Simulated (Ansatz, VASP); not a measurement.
# B: VASP beside Ansatz

```
B
1.0
     1.70243    0.00000    0.00000
    -0.85122    1.47435    0.00000
     0.00000    0.00000    3.74449
B
1
Direct
  0.00000 0.00000 0.00000
```

Change from the starting cell: strain +0.000 along x and y, +0.030 along z, atoms carried along.

Alike in both runs: task single point; functional PBEsol; k mesh 33 × 33 × 14; occupations gaussian, width 0.15 eV; no spin polarisation.

```csv
,VASP,Ansatz
version,VASP 6.6.1,Ansatz 0.2.0
potentials or method,"VASP PAW PBE potentials, release 64 (B)","scalar-relativistic, plane waves, PAW"
plane-wave cutoff (eV),520,420
valence electrons in the cell,3,3
```

|  | VASP | Ansatz | Ansatz less VASP |
| --- | --- | --- | --- |
| gap on the k mesh at the Fermi level (eV) | none | none | - |
| pressure (GPa) | 1.6 | 1.4 | -0.19 |
| largest component of the traceless stress (GPa) | 2.67 | 2.39 | -0.280 |

A gap of «none» marks a metal or a gap that the smearing closes.

Caveats: the PAW data sets were made with another functional, which shifts forces and pressure a little (VASP).
